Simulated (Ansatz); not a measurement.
Crystal: WS2.

```
CELL_PARAMETERS angstrom
-2.18592 2.18592 3.19240
2.18592 -2.18592 3.19240
2.18592 2.18592 -3.19240
ATOMIC_POSITIONS crystal
W 0.00000 0.00000 0.00000
S 0.75000 0.25000 0.50000
S 0.50000 0.50000 0.00000
```

The cell was built by a generator and needn't be a form met in nature.

```yaml
Program: Ansatz 0.2.0
Task: relaxation of cell and atoms
Functional: PBE
Potentials_or_basis: all-electron LAPW, scalar-relativistic
Basis_error_allowed: 0.002 eV/atom
k_mesh: 7 × 7 × 7
Occupations: fermi-dirac, width 0.05 eV
Spin: no spin polarisation
```

At the start: volume 20.34 Å³/atom.

Where does the relaxation end?

Over 15 steps the energy falls by 739.0 meV/atom and the volume is 16.77 Å³/atom (-17.6 %); space group I-4m2 (No. 119, to 0.05 Å).

The path:
```csv
step,energy change (eV),largest force (eV/Å),volume (Å³)
1,0.0000,0.0000,61.02
2,-0.7232,0.0000,52.74
3,-0.8029,0.0000,47.00
4,-0.8357,0.0000,49.09
5,-0.8391,0.0000,48.93
6,-0.8560,0.0000,48.96
7,-1.0048,0.0000,48.97
8,-1.3173,0.0000,48.74
9,-1.6718,0.0000,48.23
10,-1.9311,0.0000,48.02
11,-2.0804,0.0000,48.43
12,-2.1669,0.0000,49.24
13,-2.2171,0.0000,50.31
14,-2.2171,0.0000,50.30
15,-2.2171,0.0000,50.30
```

Final structure:
```xyz
3
Lattice="-1.7287 1.7287 4.2078 1.7287 -1.7287 4.2078 1.7287 1.7287 -4.2078" Properties=species:S:1:pos:R:3 pbc="T T T"
W     0.0000    0.0000    0.0000
S     0.0000    1.7287    2.1039
S     0.0000    0.0000    4.2078
```

Caveat: the k mesh is thin for a metal, which can move the energy by tens of meV per atom; the volume moved by over 15 % at a fixed basis, so the end points are rough.
